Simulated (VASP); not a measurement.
# SnO, self-consistent run: which settings are enough?

SnO, P4/nmm (no. 129), 4 atoms in the cell. R2SCAN; PAW potentials Sn_d, O (PBE set). VASP 6.6.1.

Wanted: levels at the zone centre within 0.01 eV.

What the run is for: levels; Accuracy asked: standard.

Levels at the zone centre: counted from the valence top at that point.

POSCAR:
```
SnO
1.0
    3.8136952200      0.0000000000      0.0000000000
    0.0000000000      3.8136952200      0.0000000000
    0.0000000000      0.0000000000      4.8869133000
Sn O
2 2
Direct
    0.5000000000      0.0000000000      0.7646261400
    0.0000000000      0.5000000000      0.2353738600
    0.0000000000      0.0000000000      0.0000000000
    0.5000000000      0.5000000000      0.0000000000
```

The series start from Plane-wave cutoff (eV): 520; k-point mesh: 6 × 6 × 5; Precision mode (PREC): Accurate; Electronic threshold (eV): 1e-6; Bands in all (NBANDS): 32; Aspherical gradient terms in the spheres (LASPH): yes; Electronic algorithm: ALGO=Normal; Kinetic-energy density mixed (LMIXTAU): LMIXTAU=True; Delay and inner steps: defaults. Each series keeps the choices made before it, and each single choice may use up half of a tolerance.

## Plane-wave cutoff (eV)

| Plane-wave cutoff (eV) | Levels at the zone centre, largest deviation (eV) | SCF iterations | Time (s) |
|---|---|---|---|
| 320 | 0.039 | 19 | 22 |
| 400 | 0.005 | 18 | 37 |
| 460 | 0.003 | 21 | 52 |
| 520 | 0.003 | 21 | 56 |
| 600 | 0.002 | 21 | 71 |
| 700 | 0.001 | 21 | 79 |
| 840 (reference) | 0.000 | 21 | 94 |

Chosen: 460, the loosest value from which every tighter one stays within half of the tolerance.

## k-point mesh

| k-point mesh | Levels at the zone centre, largest deviation (eV) | SCF iterations | Time (s) |
|---|---|---|---|
| 2 × 2 × 2 | 0.043 | 20 | 15 |
| 3 × 3 × 2 | 0.012 | 21 | 15 |
| 3 × 3 × 3 | 0.015 | 20 | 18 |
| 4 × 4 × 3 | 0.001 | 21 | 24 |
| 5 × 5 × 4 | 0.001 | 21 | 36 |
| 6 × 6 × 5 | 0.001 | 21 | 52 |
| 7 × 7 × 6 | 0.000 | 21 | 58 |
| 9 × 9 × 7 | 0.000 | 21 | 79 |
| 11 × 11 × 9 (reference) | 0.000 | 21 | 117 |

Chosen: 4 × 4 × 3.

## Precision mode (PREC)

| Precision mode (PREC) | Levels at the zone centre, largest deviation (eV) | SCF iterations | Time (s) |
|---|---|---|---|
| SingleN | 0.002 | 21 | 11 |
| Normal | 0.000 | 22 | 14 |
| Single | 0.001 | 21 | 17 |
| Accurate (reference) | 0.000 | 21 | 24 |

Chosen: SingleN.

## Electronic threshold (eV)

| Electronic threshold (eV) | Levels at the zone centre, largest deviation (eV) | SCF iterations | Time (s) |
|---|---|---|---|
| 0.001 | 0.001 | 14 | 7.6 |
| 0.0001 | 0.000 | 18 | 9.3 |
| 1e-5 | 0.000 | 19 | 9.6 |
| 1e-6 | 0.000 | 21 | 11 |
| 1e-7 (reference) | 0.000 | 26 | 12 |

Chosen: 0.001.

## Bands in all (NBANDS)

| Bands in all (NBANDS) | Levels at the zone centre, largest deviation (eV) | SCF iterations | Time (s) |
|---|---|---|---|
| 21 | 0.003 | 15 | 6.1 |
| 22 | 0.004 | 16 | 6.8 |
| 24 | 0.006 | 13 | 6.6 |
| 26 | 0.003 | 14 | 6.2 |
| 32 | 0.003 | 14 | 7.6 |
| 44 (reference) | 0.000 | 13 | 8.1 |

Chosen: 26.

## Aspherical gradient terms in the spheres (LASPH)

| Aspherical gradient terms in the spheres (LASPH) | Levels at the zone centre, largest deviation (eV) | SCF iterations | Time (s) |
|---|---|---|---|
| yes | 0.000 | 14 | 6.2 |
| no | 0.025 | 14 | 4.0 |

Chosen: yes; no other choice that stays within half of the tolerance saves 30 % of the time.

## Electronic algorithm

| Electronic algorithm | Levels at the zone centre, largest deviation (eV) | SCF iterations | Time (s) |
|---|---|---|---|
| ALGO=Normal | 0.000 | 14 | 6.2 |
| ALGO=Fast | 0.007 | 14 | 7.2 |
| ALGO=VeryFast | 0.011 | 22 | 10 |
| ALGO=All ISEARCH=1 | 0.001 | 13 | 9.1 |
| ALGO=All ISEARCH=0 | 0.001 | 13 | 7.9 |
| ALGO=Damped TIME=0.4 | 0.022 | 16 | 7.1 |
| ALGO=Damped TIME=0.1 | 0.004 | 25 | 9.9 |
| ALGO=Old Fast | 0.003 | 15 | 7.1 |

Chosen: ALGO=Normal.

## Kinetic-energy density mixed (LMIXTAU)

| Kinetic-energy density mixed (LMIXTAU) | Levels at the zone centre, largest deviation (eV) | SCF iterations | Time (s) |
|---|---|---|---|
| LMIXTAU=True | 0.000 | 14 | 6.2 |
| LMIXTAU=False | 0.010 | 11 | 5.2 |

Chosen: LMIXTAU=True.

## Delay and inner steps

| Delay and inner steps | Levels at the zone centre, largest deviation (eV) | SCF iterations | Time (s) |
|---|---|---|---|
| defaults | 0.000 | 14 | 6.2 |
| NELMDL=-2 | 0.022 | 11 | 5.8 |
| NELMDL=-8 | 0.000 | 17 | 6.1 |
| NELMDL=-12 | 0.000 | 21 | 6.7 |
| NRMM=2 | 0.001 | 14 | 5.4 |
| NRMM=6 | 0.000 | 14 | 6.1 |
| WEIMIN=0.001 | 0.000 | 14 | 5.8 |

Chosen: defaults.

## All choices together

| Input | Levels at the zone centre, largest deviation (eV) | Time (s) |
|---|---|---|
| the program's defaults (naive) | 0.034 | 4.1 |
| chosen settings | 0.004 | 6.2 |
| reference settings throughout | 0.000 | 287 |

The tolerance is met.

Values of the reference run: Levels at the zone centre: -3.539, 0, 2.375 eV from the valence top at Gamma.

## The input

INCAR:
```
SYSTEM = SnO
METAGGA = R2SCAN
ISMEAR = 0
SIGMA = 0.03
LWAVE = .False.
LCHARG = .False.
ISIF = 2
PREC = SingleN
LASPH = .True.
LREAL = .False.
ALGO = Normal
EDIFF = 0.001
NELM = 120
GGA_COMPAT = .False.
ENCUT = 460
EFERMI = MIDGAP
LMIXTAU = .True.
KPAR = 4
NBANDS = 26
```

KPOINTS:
```
Automatic mesh
0
Gamma
  4 4 3
  0 0 0
```

Commands:
```
cat potpaw_PBE.64/Sn_d/POTCAR potpaw_PBE.64/O/POTCAR > POTCAR
mpirun -np 4 vasp_std > vasp.out
```

The chosen input took VASP 6.6.1 6.2 s on 4 cores (Intel Xeon 6975P-C (Granite Rapids)), a shared host.

## An input that fails: one k point for a small cell

It runs to its end, but against the unchanged starting input it is off by 0.897 eV in the levels at the zone centre.

k mesh: 6 × 6 × 5 becomes 1 × 1 × 1.

Changes against the starting input:
```
- NELM = 120
- KPAR = 4
+ NELM = 72
```
